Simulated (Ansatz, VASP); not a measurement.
Two plane-wave programs on Si

```
CELL_PARAMETERS angstrom
3.85108 0.00000 0.00000
-1.92554 3.33514 0.00000
0.00000 0.00000 6.36468
ATOMIC_POSITIONS crystal
Si 0.33333 0.66667 0.06293
Si 0.66667 0.33333 0.56293
Si 0.33333 0.66667 0.43707
Si 0.66667 0.33333 0.93707
```

Alike in both runs: functional PBE; k mesh 12 × 12 × 6; occupations gaussian, width 0.02 eV; no spin polarisation.

Ansatz relaxed the structure, and its values are those at the end. VASP's run is a single point on that final structure, the one shown.

|  | VASP | Ansatz |
| --- | --- | --- |
| version | VASP 6.6.1 | Ansatz 0.2.0 |
| potentials or method | VASP PAW PBE potentials, release 64 (Si) | scalar-relativistic, plane waves, PAW |
| plane-wave cutoff (eV) | 520 | 420 |
| valence electrons in the cell | 16 | 16 |

```csv
,VASP,Ansatz,Ansatz less VASP
gap on the k mesh at the Fermi level (eV),0.45,0.45,0.000
least direct gap on the mesh (eV),0.99,0.99,-0.004
pressure (GPa),-0.1,0.0,+0.06
```

With one functional, cell and mesh, what is left measures potentials, basis and numerics.
